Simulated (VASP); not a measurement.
# Sb2Pt (Pa-3) in VASP: settings compared, part 2 of 2

VASP 6.6.1. Earlier steps stand in the parts before.

## 5. Single point, PBE

This run uses another cell than the first one, of 23.49 Å³/atom.

Contents of INCAR:

```
ALGO = Normal ; EDIFF = 1E-6
ENCUT = 520 ; GGA = PE
ISIF = 2 ; ISMEAR = -1
LASPH = True ; LCHARG = True
LELF = True ; LREAL = False
LVHAR = True ; LWAVE = False
NBANDS = 52 ; NELM = 100
PREC = Accurate ; SIGMA = 0.02
```

Contents of KPOINTS:

```
k-points
0
Gamma
  4 4 4
```

Contents of POSCAR:

```
Sb2Pt
1.0
    6.5565577678      0.0000000000      0.0000000000
    0.0000000000      6.5565577678      0.0000000000
    0.0000000000      0.0000000000      6.5565577678
Sb Pt
8 4
Direct
    0.3748804843      0.3748804843      0.3748804843
    0.1251195157      0.6251195157      0.8748804843
    0.8748804843      0.1251195157      0.6251195157
    0.6251195157      0.8748804843      0.1251195157
    0.6251195157      0.6251195157      0.6251195157
    0.8748804843      0.3748804843      0.1251195157
    0.1251195157      0.8748804843      0.3748804843
    0.3748804843      0.1251195157      0.8748804843
    0.0000000000      0.0000000000      0.0000000000
    0.5000000000      0.0000000000      0.5000000000
    0.5000000000      0.5000000000      0.0000000000
    0.0000000000      0.5000000000      0.5000000000
```

Potentials or basis: VASP PAW PBE potentials, release 64 (Sb, Pt).

Started as:

```bash
$ cat potpaw_PBE.64/Sb/POTCAR potpaw_PBE.64/Pt/POTCAR > POTCAR
$ mpirun -np 1 vasp_std > vasp.out
```

OUTCAR:

```text
EDIFF = 1E-6
   ENCUT = 520
   GGA = PE
   ISIF = 2
   ISMEAR = -1
   LASPH = True
   LREAL = False
   NELM = 100
   PREC = Accurate

 ion  position               nearest neighbor table
   1  0.375  0.375  0.375-  10 2.72  11 2.72  12 2.72   5 2.84   6 3.66   7 3.66   8 3.66   8 3.66
                             7 3.66   6 3.66
   2  0.125  0.625  0.875-   9 2.72  11 2.72  12 2.72   6 2.84   5 3.66   7 3.66   8 3.66   7 3.66
                             8 3.66   5 3.66
   3  0.875  0.125  0.625-   9 2.72  10 2.72  12 2.72   7 2.84   6 3.66   5 3.66   8 3.66   6 3.66
                             5 3.66   8 3.66
   4  0.625  0.875  0.125-   9 2.72  10 2.72  11 2.72   8 2.84   6 3.66   7 3.66   5 3.66   5 3.66
                             6 3.66   7 3.66
   5  0.625  0.625  0.625-  10 2.72  11 2.72  12 2.72   1 2.84   2 3.66   3 3.66   4 3.66   4 3.66
                             3 3.66   2 3.66
   6  0.875  0.375  0.125-   9 2.72  11 2.72  12 2.72   2 2.84   1 3.66   3 3.66   4 3.66   3 3.66
                             4 3.66   1 3.66
   7  0.125  0.875  0.375-   9 2.72  10 2.72  12 2.72   3 2.84   2 3.66   1 3.66   4 3.66   2 3.66
                             1 3.66   4 3.66
   8  0.375  0.125  0.875-   9 2.72  10 2.72  11 2.72   4 2.84   2 3.66   3 3.66   1 3.66   1 3.66
                             2 3.66   3 3.66
   9  0.000  0.000  0.000-   2 2.72   3 2.72   4 2.72   6 2.72   7 2.72   8 2.72
  10  0.500  0.000  0.500-   1 2.72   3 2.72   4 2.72   5 2.72   7 2.72   8 2.72
  11  0.500  0.500  0.000-   1 2.72   2 2.72   4 2.72   5 2.72   6 2.72   8 2.72
  12  0.000  0.500  0.500-   1 2.72   2 2.72   3 2.72   5 2.72   6 2.72   7 2.72

  LATTYP: Found a simple cubic cell.
 ALAT       =     6.5565577678

  Lattice vectors:

 A1 = (   6.5565577678,   0.0000000000,   0.0000000000)
 A2 = (   0.0000000000,   6.5565577678,   0.0000000000)
 A3 = (   0.0000000000,   0.0000000000,   6.5565577678)

Analysis of symmetry for initial positions (statically):
=====================================================================
 Subroutine PRICEL returns:
[... 161 lines left out ...]
   LRPA    =     F    only Hartree local field effects (RPA)
 non-spin polarized calculation
  energy-cutoff  :      520.00
  volume of cell :      281.86
 maximum number of plane-waves:      7660
 NGX is ok and might be reduce to    50
   NGX = 25   NGY = 25   NGZ = 25

 number of electron      80.0000000 magnetization

 Free energy of the ion-electron system (eV)
  ---------------------------------------------------
  ext. energy  EPLUGINS =         0.00000000
  ---------------------------------------------------
  free energy    TOTEN  =       -63.27544502 eV

  energy without entropy =      -63.27313056  energy(sigma->0) =      -63.27428779

 E-fermi :   8.5689     XC(G=0): -10.7178

 val. band max:        8.5399317781   @ k =   0.0000   0.0000   0.0000
 cond. band min:       8.6682718368   @ k =   0.2500   0.0000   0.0000
 fundamental gap:      0.1283400586
 Fermi energy:         8.5689169817

 k-point     1 :       0.0000    0.0000    0.0000
  band No.  band energies     occupation
      1      -3.7710      2.00000
      2      -1.6370      2.00000
      3      -1.6370      2.00000
      4      -1.6370      2.00000
      5      -0.2346      2.00000
      6      -0.2346      2.00000
[... 594 lines left out ...]
     51      11.2420      0.00000
     52      11.2420      0.00000

------------------------ aborting loop because EDIFF is reached ----------------------------------------

  FORCE on cell =-STRESS in cart. coord.  units (eV):
  Direction    XX          YY          ZZ          XY          YZ          ZX
  --------------------------------------------------------------------------------------
  -------------------------------------------------------------------------------------
  Total       -0.5631549     -0.5631549     -0.5631549     -0.0000000     -0.0000000     -0.0000000
  in kB       -3.2011851     -3.2011851     -3.2011851     -0.0000000     -0.0000000     -0.0000000
  external PRESSURE =      -3.2011851 kB  Pullay stress =       0.0000000 kB

 VOLUME and BASIS-vectors are now :
 -----------------------------------------------------------------------------
  energy-cutoff  :      520.00
  volume of cell :      281.86
      direct lattice vectors                 reciprocal lattice vectors
     6.556557768  0.000000000  0.000000000     0.152519056  0.000000000  0.000000000
     0.000000000  6.556557768  0.000000000     0.000000000  0.152519056  0.000000000
     0.000000000  0.000000000  6.556557768     0.000000000  0.000000000  0.152519056

 POSITION                                       TOTAL-FORCE (eV/Angst)
 -----------------------------------------------------------------------------------
      2.45793      2.45793      2.45793        -0.013844     -0.013844     -0.013844
      0.82035      4.09863      5.73620         0.013844      0.013844     -0.013844
      5.73620      0.82035      4.09863        -0.013844      0.013844      0.013844
      4.09863      5.73620      0.82035         0.013844     -0.013844      0.013844
      4.09863      4.09863      4.09863         0.013844      0.013844      0.013844
      5.73620      2.45793      0.82035        -0.013844     -0.013844      0.013844
      0.82035      5.73620      2.45793         0.013844     -0.013844     -0.013844
      2.45793      0.82035      5.73620        -0.013844      0.013844     -0.013844
      0.00000      0.00000      0.00000         0.000000     -0.000000     -0.000000
      3.27828      0.00000      3.27828         0.000000     -0.000000     -0.000000
      3.27828      3.27828      0.00000         0.000000     -0.000000     -0.000000
      0.00000      3.27828      3.27828         0.000000     -0.000000     -0.000000
 -----------------------------------------------------------------------------------
    total drift:                               -0.000000      0.000000      0.000000

  FREE ENERGIE OF THE ION-ELECTRON SYSTEM (eV)
  ---------------------------------------------------
  free  energy   TOTEN  =       -63.2754450206 eV

  energy  without entropy=      -63.2731305608  energy(sigma->0) =      -63.27428779
```

OSZICAR:

```text
N       E                     dE             d eps       ncg     rms          rms(c)
DAV:   1     0.498922431833E+03    0.49892E+03   -0.30872E+04  1144   0.131E+03
DAV:   2    -0.268977221466E+02   -0.52582E+03   -0.49153E+03  1300   0.239E+02
DAV:   3    -0.642324228226E+02   -0.37335E+02   -0.35997E+02  1384   0.660E+01
DAV:   4    -0.651101989843E+02   -0.87778E+00   -0.86920E+00  1364   0.102E+01
DAV:   5    -0.651272547339E+02   -0.17056E-01   -0.17031E-01  1352   0.159E+00    0.160E+01
DAV:   6    -0.638595622888E+02    0.12677E+01   -0.89453E+00  1248   0.163E+01    0.680E+00
DAV:   7    -0.633778525100E+02    0.48171E+00   -0.18096E+00  1228   0.775E+00    0.520E+00
DAV:   8    -0.632897645024E+02    0.88088E-01   -0.33477E-01  1264   0.212E+00    0.821E-01
DAV:   9    -0.632747455974E+02    0.15019E-01   -0.49146E-02  1260   0.121E+00    0.361E-01
DAV:  10    -0.632754755868E+02   -0.72999E-03   -0.49524E-03  1252   0.262E-01    0.785E-02
DAV:  11    -0.632754806238E+02   -0.50370E-05   -0.50549E-04  1288   0.107E-01    0.656E-02
DAV:  12    -0.632754446022E+02    0.36022E-04   -0.11006E-04  1240   0.608E-02    0.270E-02
DAV:  13    -0.632754449850E+02   -0.38286E-06   -0.10129E-05  1252   0.101E-02    0.245E-03
DAV:  14    -0.632754450206E+02   -0.35562E-07   -0.31670E-07   640   0.285E-03
   1 F= -.63275445E+02 E0= -.63274288E+02  d E =-.231446E-02
```

Wall time 2.5 min (1 thread of Intel Xeon 6975P-C (Granite Rapids), shared host); peak memory 0.4 GiB.

What came out:

```
Free energy            : -63.2754 eV
Pressure               : -0.3 GPa
Largest force          : 0.024 eV/Å
Band gap on the k mesh : zero (bands 40 and 41 overlap by 0.26 eV)
```

Forces on the atoms (eV/Å):
```
Sb  -0.014 -0.014 -0.014
Sb   0.014  0.014 -0.014
Sb  -0.014  0.014  0.014
Sb   0.014 -0.014  0.014
Sb   0.014  0.014  0.014
Sb  -0.014 -0.014  0.014
Sb   0.014 -0.014 -0.014
Sb  -0.014  0.014 -0.014
Pt   0.000  0.000  0.000
Pt   0.000  0.000  0.000
Pt   0.000  0.000  0.000
Pt   0.000  0.000  0.000
```

Caveat: spin-orbit coupling is left out, which moves the levels of the heavy elements.

## 6. Single point, PBE0

This run uses another cell than the first one, of 22.95 Å³/atom.

Contents of POSCAR:

```
Sb2Pt
1.0
    6.5065554916      0.0000000000      0.0000000000
    0.0000000000      6.5065554916      0.0000000000
    0.0000000000      0.0000000000      6.5065554916
Sb Pt
8 4
Direct
    0.3755526315      0.3755526315      0.3755526315
    0.1244473685      0.6244473685      0.8755526315
    0.8755526315      0.1244473685      0.6244473685
    0.6244473685      0.8755526315      0.1244473685
    0.6244473685      0.6244473685      0.6244473685
    0.8755526315      0.3755526315      0.1244473685
    0.1244473685      0.8755526315      0.3755526315
    0.3755526315      0.1244473685      0.8755526315
    0.0000000000      0.0000000000      0.0000000000
    0.5000000000      0.0000000000      0.5000000000
    0.5000000000      0.5000000000      0.0000000000
    0.0000000000      0.5000000000      0.5000000000
```

Contents of INCAR.step1:

```
SYSTEM = Sb2Pt
PREC = Accurate
ENCUT = 400
EDIFF = 1E-5
ISMEAR = -1
SIGMA = 0.02
LREAL = .False.
LASPH = .True.
NELM = 120
ALGO = Normal
ISIF = 2
LWAVE = .True.
LCHARG = .False.
NBANDS = 52
GGA = PE
GGA_COMPAT = .False.
```

Contents of INCAR.step2:

```
SYSTEM = Sb2Pt
PREC = Accurate
ENCUT = 400
EDIFF = 1E-6
ISMEAR = -1
SIGMA = 0.02
LREAL = .False.
LASPH = .True.
NELM = 120
ALGO = Normal
ISIF = 2
LWAVE = .False.
LCHARG = .False.
GGA = PE
LHFCALC = .True.
AEXX = 0.25
PRECFOCK = Fast
NBANDS = 52
ISTART = 1
GGA_COMPAT = .False.
```

Contents of KPOINTS:

```
regular mesh
0
Gamma
  2 2 2
  0 0 0
```

Potentials or basis: VASP PAW PBE potentials, release 64 (Sb, Pt).

Started as:

```bash
$ cat potpaw_PBE.64/Sb/POTCAR potpaw_PBE.64/Pt/POTCAR > POTCAR
$ cp INCAR.step1 INCAR
$ mpirun -np 1 vasp_std > vasp.out
$ cp INCAR.step2 INCAR
$ mpirun -np 1 vasp_std > vasp.out
```

It took 31 min on 1 thread of AMD EPYC 7R43 (Zen 3), shared host; peak memory 0.25 GiB.

The run converged. Its results:

| Property | Result |
| --- | --- |
| Free energy | -82.7030 eV |
| Pressure | -4.4 GPa |
| Largest force | 0.009 eV/Å |
| Band gap on the k mesh | 1.36 eV |

Forces in eV/Å, atoms in the order of the input:
```
Sb  -0.005 -0.005 -0.005
Sb   0.005  0.005 -0.005
Sb  -0.005  0.005  0.005
Sb   0.005 -0.005  0.005
Sb   0.005  0.005  0.005
Sb  -0.005 -0.005  0.005
Sb   0.005 -0.005 -0.005
Sb  -0.005  0.005 -0.005
Pt   0.000  0.000  0.000
Pt   0.000  0.000  0.000
Pt   0.000  0.000  0.000
Pt   0.000  0.000  0.000
```

Levels at points of the mesh, in eV from the valence-band top:
```
           k point  band 36  band 37  band 38  band 39  band 40  band 41  band 42  band 43  band 44  band 45
(0.00, 0.00, 0.00)    -2.33    -1.53     0.00     0.00     0.00     1.36     1.36     1.36     2.73     4.96
(0.50, 0.00, 0.00)    -1.57    -1.18    -1.18    -0.25    -0.25     2.29     2.29     3.16     3.16     4.01
(0.50, 0.50, 0.00)    -1.54    -0.35    -0.35    -0.35    -0.35     3.37     3.37     3.37     3.37     3.53
(0.50, 0.50, 0.50)    -0.82    -0.22    -0.22    -0.22    -0.22     1.41     1.41     1.41     1.41     4.24
```

Caveat: the k points lie up to 0.48 Å⁻¹ apart; the PAW data sets were made with another functional, which shifts forces and pressure a little; spin-orbit coupling is left out, which moves the levels of the heavy elements.

## 7. The runs side by side

```tsv
level	potentials or basis	cell	k mesh	cutoff (eV)	grid for exact exchange (PRECFOCK)	share of exact exchange	gap on the mesh (eV)	pressure (GPa)	largest force (eV/Å)
PBEsol	VASP PAW PBE potentials, release 64 (Sb, Pt)	a = 6.466 Å, 12 atoms	4 × 4 × 4	520	-	-	none	-0.2	0.03
PBE	VASP PAW PBE potentials, release 64 (Sb, Pt)	a = 6.507 Å, 12 atoms	4 × 4 × 4	520	-	-	none	2.3	0.16
LDA	VASP PAW LDA potentials, release 64 (Sb, Pt)	a = 6.507 Å, 12 atoms	4 × 4 × 4	520	-	-	none	-4.1	0.14
PBE	VASP PAW PBE potentials, release 64 (Sb, Pt)	a = 6.557 Å, 12 atoms	4 × 4 × 4	520	-	-	none	-0.3	0.02
PBE0	VASP PAW PBE potentials, release 64 (Sb, Pt)	a = 6.507 Å, 12 atoms	2 × 2 × 2	400	Fast	0.25	1.36	-4.4	0.01
```

Alike in all rows: task single point; no spin polarisation; smearing fermi-dirac 0.02 eV.

Caveats: some runs use coarse meshes; spin-orbit coupling is left out, which moves the levels of the heavy elements; the PAW data sets were made with another functional, which shifts forces and pressure a little (at least some runs); the cell stands under tension (at least some runs).

Total energies depend on the potentials used, so only differences within one code and one set of settings carry meaning.

## 8. Against experiment

Step 2. Measured gap of Sb2Pt: 0.11 eV (a printed reference work, data compilation). This calculation gives 0.00 eV (-0.11 eV). Spin-orbit coupling on Pt, Sb is left out. The value is that of PBEsol on a finite k mesh, which can miss the band edges, without temperature or zero-point motion. Semilocal functionals fall short of measured gaps as a rule.

Step 5. Against the measured gap of Sb2Pt, 0.11 eV (a printed reference work, data compilation), the calculated 0.00 eV is off by -0.11 eV. Spin-orbit coupling on Pt, Sb is left out. The value is that of PBE on a finite k mesh, which can miss the band edges, without temperature or zero-point motion. Semilocal functionals fall short of measured gaps as a rule.
